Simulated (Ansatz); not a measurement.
**S: reading a single point**

```
S
1.0
     0.00000    2.11179    2.11179
     2.11179    0.00000    2.11179
     2.11179    2.11179    0.00000
S
1
Direct
  0.00000 0.00000 0.00000
```

The numbers come from plane-wave PAW DFT (Ansatz): LDA, no spin polarisation, 420 eV, 14×14×14 Γ-centred k points, fermi-dirac occupations (width 0.1 eV). Nothing was relaxed.

- Electronic structure: It is a metal, with about 1.1 states/eV a cell as the mean within 0.25 eV of the Fermi level, mostly S p (98 %).
- Contacts: S–S at 2.99 Å: least valence density 0.17 e/Å³ and ELF 0.21 there. These are pseudo-fields; inside the PAW spheres they differ from the all-electron ones.
- Stress: The pressure is -14.6 GPa (compression positive), so with the atoms held at these fractions the cell would first shrink.

Origin: a known structure type with other elements, at an estimated volume, so it need not be a known compound. Caveats: many states at the Fermi level without spin polarisation, so a magnetic state may lie lower.
